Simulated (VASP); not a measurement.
# Al (P6_3/mmc) in VASP: notebook

Runs on Al. Level: PBE+D3(BJ). Tasks: single point.

All numbers are computed with VASP 6.6.1; they aren't measurements. Logs are shortened: lines on timing, memory, paths and dates and some standing lists are left out, and cuts for length are marked.

### Step 1. The cell of the first run

It takes space group P6_3/mmc (No. 194, hexagonal). Conventional cell: a = 2.815 Å, b = 2.815 Å, c = 9.519 Å, α = 90.00°, β = 90.00°, γ = 120.00°. Al (site symmetry -3m) has 12 Al at 2.81 to 2.88 Å as nearest neighbours. Al (site symmetry -6m2) is surrounded by 12 Al at 2.81 to 2.88 Å.

This isn't the form of Al at room conditions, which is fcc.

### Step 2. Single point, PBE+D3(BJ) (strain along c alone, the other axes held, atoms relaxed: +3.0 %)

INCAR reads:

```
ALGO = Fast ; EDIFF = 1E-6
ENCUT = 520 ; GGA = PE
ISIF = 2 ; ISMEAR = 0
IVDW = 12 ; LASPH = True
LCHARG = False ; LREAL = False
LWAVE = False ; NBANDS = 14
NELM = 100 ; PREC = Accurate
SIGMA = 0.1
```

KPOINTS reads:

```
k-points
0
Gamma
  21 21 6
```

POSCAR reads:

```
Al
1.0
    2.8147782361      0.0000000000      0.0000000000
   -1.4073891181      2.4376694585      0.0000000000
    0.0000000000      0.0000000000      9.5190501222
Al
4
Direct
    0.0000000000      0.0000000000      0.0000000000
    0.3333333333      0.6666666667      0.2500000000
    0.0000000000      0.0000000000      0.5000000000
    0.6666666667      0.3333333333      0.7500000000
```

Potentials or basis: VASP PAW PBE potentials, release 64 (Al).

Command:

```
> cat potpaw_PBE.64/Al/POTCAR > POTCAR
> mpirun -np 1 vasp_std > vasp.out
```

OUTCAR:

```text
EDIFF = 1E-6
   ENCUT = 520
   GGA = PE
   ISIF = 2
   ISMEAR = 0
   IVDW = 12
   LASPH = True
   LREAL = False
   NELM = 100
   PREC = Accurate
 IVDW          = 12

 ion  position               nearest neighbor table
   1  0.000  0.000  0.000-   2 2.88   4 2.88   4 2.88   2 2.88   4 2.88   2 2.88
   2  0.333  0.667  0.250-   1 2.88   3 2.88   1 2.88   3 2.88   1 2.88   3 2.88
   3  0.000  0.000  0.500-   2 2.88   4 2.88   4 2.88   2 2.88   4 2.88   2 2.88
   4  0.667  0.333  0.750-   1 2.88   3 2.88   1 2.88   3 2.88   1 2.88   3 2.88

  LATTYP: Found a hexagonal cell.
 ALAT       =     2.8147782361
 C/A-ratio  =     3.3818117535

  Lattice vectors:

 A1 = (   2.8147782361,   0.0000000000,   0.0000000000)
 A2 = (  -1.4073891181,   2.4376694585,   0.0000000000)
 A3 = (   0.0000000000,   0.0000000000,   9.5190501222)

Analysis of symmetry for initial positions (statically):
=====================================================================
 Subroutine PRICEL returns:
 Original cell was already a primitive cell.

 Routine SETGRP: Setting up the symmetry group for a
 hexagonal supercell.

 Subroutine GETGRP returns: Found 24 space group operations
 (whereof 12 operations were pure point group operations)
 out of a pool of 24 trial point group operations.

The static configuration has the point symmetry D_3d.
 The point group associated with its full space group is D_6h.

Analysis of symmetry for dynamics (positions and initial velocities):
=====================================================================
 Subroutine PRICEL returns:
 Original cell was already a primitive cell.

 Routine SETGRP: Setting up the symmetry group for a
 hexagonal supercell.

 Subroutine GETGRP returns: Found 24 space group operations
 (whereof 12 operations were pure point group operations)
 out of a pool of 24 trial point group operations.

The dynamic configuration has the point symmetry D_3d.
 The point group associated with its full space group is D_6h.

 Subroutine INISYM returns: Found 24 space group operations
 (whereof 12 operations are pure point group operations),
 and found     1 'primitive' translations

----------------------------------------------------------------------------------------

                                     Primitive cell

  volume of cell :      65.3150

  direct lattice vectors                    reciprocal lattice vectors
     2.814778236  0.000000000  0.000000000     0.355267775  0.205113945  0.000000000
    -1.407389118  2.437669458  0.000000000     0.000000000  0.410227891  0.000000000
     0.000000000  0.000000000  9.519050122     0.000000000  0.000000000  0.105052499

  length of vectors
     2.814778236  2.814778236  9.519050122     0.410227891  0.410227891  0.105052499

  position of ions in fractional coordinates (direct lattice)
     0.000000000  0.000000000  0.000000000
     0.333333333  0.666666667  0.250000000
     0.000000000  0.000000000  0.500000000
     0.666666667  0.333333333  0.750000000

  ion indices of the primitive-cell ions
   primitive index   ion index
                 1           1
                 2           2
                 3           3
                 4           4

----------------------------------------------------------------------------------------

 KPOINTS: k-points

Automatic generation of k-mesh.
 Grid dimensions read from file:
 generate k-points for:   21   21    6

 Generating k-lattice:

  Cartesian coordinates                     Fractional coordinates (reciprocal lattice)
     0.016917513  0.009767331  0.000000000     0.047619048  0.000000000  0.000000000
     0.000000000  0.019534661  0.000000000     0.000000000  0.047619048  0.000000000
     0.000000000  0.000000000  0.017508750     0.000000000  0.000000000  0.166666667

  Length of vectors
     0.019534661  0.019534661  0.017508750

  Shift w.r.t. Gamma in fractional coordinates (k-lattice)
     0.000000000  0.000000000  0.000000000

 Subroutine IBZKPT returns following result:
 ===========================================

 Found    192 irreducible k-points:

 Following reciprocal coordinates:
            Coordinates               Weight
  0.000000  0.000000  0.000000      1.000000
  0.047619  0.000000  0.000000      6.000000
  0.095238  0.000000  0.000000      6.000000
  0.142857  0.000000  0.000000      6.000000
  0.190476  0.000000  0.000000      6.000000
  0.238095  0.000000  0.000000      6.000000
[... 16 lines left out ...]
  0.142857  0.095238  0.000000     12.000000
  0.190476  0.095238  0.000000     12.000000
 [... further k-points ...]
   k-points           NKPTS =    192   k-points in BZ     NKDIM =    192   number of bands    NBANDS=     14
   number of dos      NEDOS =    301   number of ions     NIONS =      4
   total plane-waves  NPLWV =  41472
   dimension x,y,z NGX =    24 NGY =   24 NGZ =   72
   dimension x,y,z NGXF=    48 NGYF=   48 NGZF=  144
   ions per type =               4
   NGX,Y,Z   is equivalent  to a cutoff of  14.17, 14.17, 12.57 a.u.
   NGXF,Y,Z  is equivalent  to a cutoff of  28.35, 28.35, 25.15 a.u.
 SYSTEM =  unknown system
   PREC   = accura    normal or accurate (medium, high low for compatibility)
   ISTART =      0    job   : 0-new  1-cont  2-samecut
   ICHARG =      2    charge: 1-file 2-atom 10-const
   ISPIN  =      1    spin polarized calculation?
   LNONCOLLINEAR =      F non collinear calculations
   LSORBIT =      F    spin-orbit coupling
   LASPH  =      T    aspherical Exc in radial PAW
   ENCUT  =  520.0 eV  38.22 Ry    6.18 a.u.   5.23  5.23 17.70*2*pi/ulx,y,z
   NELM   =    100;   NELMIN=  2; NELMDL= -5     # of ELM steps
   EDIFF  = 0.1E-05   stopping-criterion for ELM
   LREAL  =      F    real-space projection
   EDIFFG = 0.1E-04   stopping-criterion for IOM
   NSW    =      0    number of steps for IOM
   IBRION =     -1    ionic relax: 0-MD 1-quasi-New 2-CG
   NFREE  =      0    steps in history (QN), initial steepest desc. (CG)
   ISIF   =      2    stress and relaxation
   ISYM   =      2    0-nonsym 1-usesym 2-fastsym
   POTIM  = 0.5000    time-step for ionic-motion
   TEBEG  =    0.0;   TEEND  =   0.0 temperature during run
   PSTRESS=    0.0 pullay stress
   NELECT =      12.0000    total number of electrons
   NUPDOWN=      -1.0000    fix difference up-down
   EMIN   =  10.00;   EMAX   =-10.00  energy-range for DOS
   EFERMI =   0.00;   METHOD = LEGACY
   ISMEAR =     0;   SIGMA  =   0.10  broadening in eV -4-tet -1-fermi 0-gaus
   EFERMI_NEDOS =   21; number of points for ismear=-14 and -15
   IALGO  =     68    algorithm
   IMIX   =      4    mixing-type and parameters
     AMIX     =   0.40;   BMIX     =  1.00
     AMIX_MAG =   1.60;   BMIX_MAG =  1.00
  volume/ion in A,a.u.               =      16.33       110.19
  Fermi-wavevector in a.u.,A,eV,Ry     =   0.930674  1.758719 11.784749  0.866155
  Thomas-Fermi vector in A             =   2.057087
   LORBIT       =      0    0 simple, 1 ext, 2 COOP (PROOUT), +10 PAW based schemes
   GGA     = PE    functional components
   LHFCALC =     F    Hartree Fock is set to
   AEXX    =    0.0000 exact exchange contribution
   IVDW    =    12    specifies the selected vdW correction
   LEPSILON=     F    determine dielectric tensor
   LRPA    =     F    only Hartree local field effects (RPA)
 non-spin polarized calculation
 RMM-DIIS sequential band-by-band and
 Gauss-broadening in eV      SIGMA  =   0.10
  energy-cutoff  :      520.00
  volume of cell :       65.31
 maximum number of plane-waves:      1779
 NGX is ok and might be reduce to    24
   NGX = 11   NGY = 11   NGZ = 35

 number of electron      12.0000000 magnetization

 Free energy of the ion-electron system (eV)
  ---------------------------------------------------
  ext. energy  EPLUGINS =         0.00000000
  ---------------------------------------------------
  free energy    TOTEN  =       -14.92831249 eV

  energy without entropy =      -14.92113486  energy(sigma->0) =      -14.92472367

 E-fermi :   8.1110     XC(G=0): -10.2345

 val. band max:        8.0933642003   @ k =   0.4286   0.0952   0.3333
 cond. band min:       8.1140584499   @ k =   0.3333   0.1905   0.0000
 fundamental gap:      0.0206942496
 Fermi energy:         8.1110467608

 k-point     1 :       0.0000    0.0000    0.0000
  band No.  band energies     occupation
      1      -3.0995      2.00000
      2      -1.4776      2.00000
      3      -1.4734      2.00000
      4       3.2879      2.00000
      5       3.2978      2.00000
      6      10.9274      0.00000
      7      10.9362      0.00000
      8      19.4040      0.00000
      9      19.4040      0.00000
     10      19.5307      0.00000
     11      19.5307      0.00000
     12      19.8997      0.00000
     13      20.4384      0.00000
     14      20.4432      0.00000

 k-point     2 :       0.0476    0.0000    0.0000
  band No.  band energies     occupation
      1      -3.0430      2.00000
      2      -1.4218      2.00000
      3      -1.4175      2.00000
      4       3.3432      2.00000
      5       3.3503      2.00000
      6      10.9747      0.00000
      7      10.9846      0.00000
      8      17.9960      0.00000
      9      18.5040      0.00000
     10      19.2267      0.00000
     11      19.3512      0.00000
     12      19.6174      0.00000
     13      19.8197      0.00000
     14      19.8462      0.00000
[... 343 lines left out ...]
      1      -2.0303      2.00000
      2      -0.4204      2.00000
      3      -0.4165      2.00000
      4       4.2949      2.00000
      5       4.3249      2.00000
      6      11.6193      0.00000
      7      11.7772      0.00000
      8      12.9228      0.00000
      9      13.8204      0.00000
     10      14.1369      0.00000
     11      14.1484      0.00000
     12      15.3351      0.00000
     13      15.5172      0.00000
     14      18.4359      0.00000

 k-point    24 :       0.1905    0.0952    0.0000
  band No.  band energies     occupation
      1      -1.5268      2.00000
      2       0.0775      2.00000
      3       0.0810      2.00000
      4       4.7665      2.00000
      5       4.8039      2.00000
      6      10.8301      0.00000
      7      11.8512      0.00000
      8      12.3333      0.00000
      9      12.4239      0.00000
     10      12.8586      0.00000
     11      13.4098      0.00000
     12      14.6809      0.00000
     13      14.8895      0.00000
     14      17.0084      0.00000

 [... further k-points ...]

------------------------ aborting loop because EDIFF is reached ----------------------------------------

 Edisp (eV)   -1.36001

 E8    (eV) :    -0.6082

  FORCE on cell =-STRESS in cart. coord.  units (eV):
  Direction    XX          YY          ZZ          XY          YZ          ZX
  --------------------------------------------------------------------------------------
  -------------------------------------------------------------------------------------
  Total      -0.53265    -0.53265    -1.68391     0.00000    -0.00000    -0.00000
  in kB     -13.06600   -13.06600   -41.30630     0.00000    -0.00000    -0.00000
  external pressure =      -22.48 kB  Pullay stress =        0.00 kB

 VOLUME and BASIS-vectors are now :
 -----------------------------------------------------------------------------
  energy-cutoff  :      520.00
  volume of cell :       65.31
      direct lattice vectors                 reciprocal lattice vectors
     2.814778236  0.000000000  0.000000000     0.355267775  0.205113945  0.000000000
    -1.407389118  2.437669458  0.000000000     0.000000000  0.410227891  0.000000000
     0.000000000  0.000000000  9.519050122     0.000000000  0.000000000  0.105052499

 POSITION                                       TOTAL-FORCE (eV/Angst)
 -----------------------------------------------------------------------------------
      0.00000      0.00000      0.00000        -0.000000      0.000000     -0.000000
     -0.00000      1.62511      2.37976         0.000000     -0.000000     -0.000000
      0.00000      0.00000      4.75953        -0.000000      0.000000     -0.000000
      1.40739      0.81256      7.13929        -0.000000      0.000000      0.000000
 -----------------------------------------------------------------------------------
    total drift:                               -0.000000      0.000000      0.000000

  FREE ENERGIE OF THE ION-ELECTRON SYSTEM (eV)
  ---------------------------------------------------
  free  energy   TOTEN  =       -16.2883215776 eV

  energy  without entropy=      -16.2811439474  energy(sigma->0) =      -16.28473276
```

It took 2 min on 1 thread of Intel Xeon Platinum 8488C (Sapphire Rapids), shared host; peak memory 0.28 GiB.

What came out:

```
Free energy                : -16.2883 eV
Pressure                   : -2.2 GPa
Band gap on the k mesh     : none (metal or under the smearing width)
Dispersion energy per atom : -0.340 eV
```

Levels at points of the mesh, in eV from the Fermi level:
| k point | band 3 | band 4 | band 5 | band 6 | band 7 | band 8 | band 9 | band 10 |
| --- | --- | --- | --- | --- | --- | --- | --- | --- |
| (0.00, 0.00, 0.00) | -9.58 | -4.82 | -4.81 | 2.82 | 2.83 | 11.29 | 11.29 | 11.42 |
| (0.00, 0.00, 0.50) | -7.58 | -7.58 | -1.33 | -1.33 | 7.54 | 7.54 | 11.61 | 11.61 |

Caveat: pairwise dispersion overbinds metals, which lowers pressure and volume.

### Step 3. Single point, PBE+D3(BJ) (the same crystal in its conventional cell)

INCAR reads:

```
PREC = Accurate
ENCUT = 520
EDIFF = 1E-7
ISMEAR = 0
SIGMA = 0.1
LREAL = False
LASPH = True
NELM = 100
ALGO = Fast
ISIF = 2
LWAVE = False
LCHARG = False
GGA = PE
IVDW = 12
NBANDS = 14
```

KPOINTS reads:

```
Automatic mesh
0
Gamma
  21 21 6
```

POSCAR, as its differences from that of step 2:

```diff
@@ -4,3 +4,3 @@
    -1.4073891181      2.4376694585      0.0000000000
-    0.0000000000      0.0000000000      9.5190501222
+    0.0000000000      0.0000000000      9.2417962351
 Al
```

Potentials or basis: VASP PAW PBE potentials, release 64 (Al).

Command:

```
> cat potpaw_PBE.64/Al/POTCAR > POTCAR
> mpirun -np 1 vasp_std > vasp.out
```

OUTCAR:

```text
PREC = Accurate
   ENCUT = 520
   EDIFF = 1E-7
   ISMEAR = 0
   LREAL = False
   LASPH = True
   NELM = 100
   ISIF = 2
   GGA = PE
   IVDW = 12
 IVDW          = 12

 ion  position               nearest neighbor table
   1  0.000  0.000  0.000-   2 2.82   4 2.82   4 2.82   2 2.82   4 2.82   2 2.82
   2  0.333  0.667  0.250-   1 2.82   3 2.82   1 2.82   3 2.82   1 2.82   3 2.82
   3  0.000  0.000  0.500-   2 2.82   4 2.82   4 2.82   2 2.82   4 2.82   2 2.82
   4  0.667  0.333  0.750-   1 2.82   3 2.82   1 2.82   3 2.82   1 2.82   3 2.82

[... 617 lines left out ...]
  Direction    XX          YY          ZZ          XY          YZ          ZX
  --------------------------------------------------------------------------------------
  -------------------------------------------------------------------------------------
  Total      -0.06757    -0.06757     0.06486     0.00000     0.00000     0.00000
  in kB      -1.70734    -1.70734     1.63870     0.00000     0.00000     0.00000
  external pressure =       -0.59 kB  Pullay stress =        0.00 kB

 VOLUME and BASIS-vectors are now :
 -----------------------------------------------------------------------------
  energy-cutoff  :      520.00
  volume of cell :       63.41
      direct lattice vectors                 reciprocal lattice vectors
     2.814778236  0.000000000  0.000000000     0.355267775  0.205113945  0.000000000
    -1.407389118  2.437669458  0.000000000     0.000000000  0.410227891  0.000000000
     0.000000000  0.000000000  9.241796235     0.000000000  0.000000000  0.108204074

 POSITION                                       TOTAL-FORCE (eV/Angst)
 -----------------------------------------------------------------------------------
      0.00000      0.00000      0.00000        -0.000000      0.000000      0.000000
     -0.00000      1.62511      2.31045         0.000000      0.000000     -0.000000
      0.00000      0.00000      4.62090        -0.000000      0.000000      0.000000
      1.40739      0.81256      6.93135         0.000000     -0.000000      0.000000
 -----------------------------------------------------------------------------------
    total drift:                               -0.000000      0.000000      0.000000

  FREE ENERGIE OF THE ION-ELECTRON SYSTEM (eV)
  ---------------------------------------------------
  free  energy   TOTEN  =       -16.3121846692 eV

  energy  without entropy=      -16.3049473172  energy(sigma->0) =      -16.30856599
```

OSZICAR:

```text
N       E                     dE             d eps       ncg     rms          rms(c)
DAV:   1     0.641058943663E+01    0.64106E+01   -0.41449E+03  5384   0.658E+02
DAV:   2    -0.143147326938E+02   -0.20725E+02   -0.19216E+02  7026   0.906E+01
DAV:   3    -0.150012817965E+02   -0.68655E+00   -0.67865E+00  7200   0.133E+01
DAV:   4    -0.150060379746E+02   -0.47562E-02   -0.47543E-02  6464   0.137E+00
DAV:   5    -0.150060915333E+02   -0.53559E-04   -0.53558E-04  7200   0.150E-01    0.273E+00
RMM:   6    -0.149501554027E+02    0.55936E-01   -0.52005E-03  5405   0.423E-01    0.160E+00
RMM:   7    -0.149101656012E+02    0.39990E-01   -0.14441E-02  5554   0.679E-01    0.192E-01
RMM:   8    -0.149098536609E+02    0.31194E-03   -0.68818E-04  5794   0.175E-01    0.204E-02
RMM:   9    -0.149098584563E+02   -0.47953E-05   -0.10858E-04  6260   0.711E-02    0.339E-02
RMM:  10    -0.149098601330E+02   -0.16767E-05   -0.14838E-05  6325   0.268E-02    0.309E-02
RMM:  11    -0.149098638053E+02   -0.36724E-05   -0.44257E-06  6204   0.129E-02    0.105E-01
RMM:  12    -0.149098556211E+02    0.81842E-05   -0.37818E-06  5959   0.776E-03    0.286E-02
RMM:  13    -0.149098548119E+02    0.80924E-06   -0.39241E-07  5816   0.343E-03    0.580E-03
RMM:  14    -0.149098545845E+02    0.22737E-06   -0.66395E-08  4109   0.173E-03    0.279E-03
RMM:  15    -0.149098545541E+02    0.30367E-07   -0.30378E-08  3252   0.103E-03
   1 F= -.16312185E+02 E0= -.16308566E+02  d E =-.723735E-02
```

It took 2.6 min on 1 thread of Intel Xeon Platinum 8488C (Sapphire Rapids), shared host; peak memory 0.28 GiB.

What came out:

```yaml
Free_energy: -16.3122 eV
Pressure: -0.1 GPa
Band_gap_on_the_k_mesh: none (metal or under the smearing width)
Dispersion_energy_per_atom: -0.351 eV
```

Stress tensor (GPa, compression positive):
```
-0.17  0.00  0.00
 0.00 -0.17  0.00
 0.00  0.00  0.16
```

Levels at points of the mesh, in eV from the Fermi level:
| k point | band 3 | band 4 | band 5 | band 6 | band 7 | band 8 | band 9 | band 10 |
| --- | --- | --- | --- | --- | --- | --- | --- | --- |
| (0.00, 0.00, 0.00) | -9.70 | -4.79 | -4.51 | 3.41 | 3.42 | 11.05 | 11.05 | 11.19 |
| (0.00, 0.00, 0.50) | -7.58 | -7.58 | -0.97 | -0.97 | 8.36 | 8.36 | 11.38 | 11.38 |

Caveat: pairwise dispersion overbinds metals, which lowers pressure and volume.
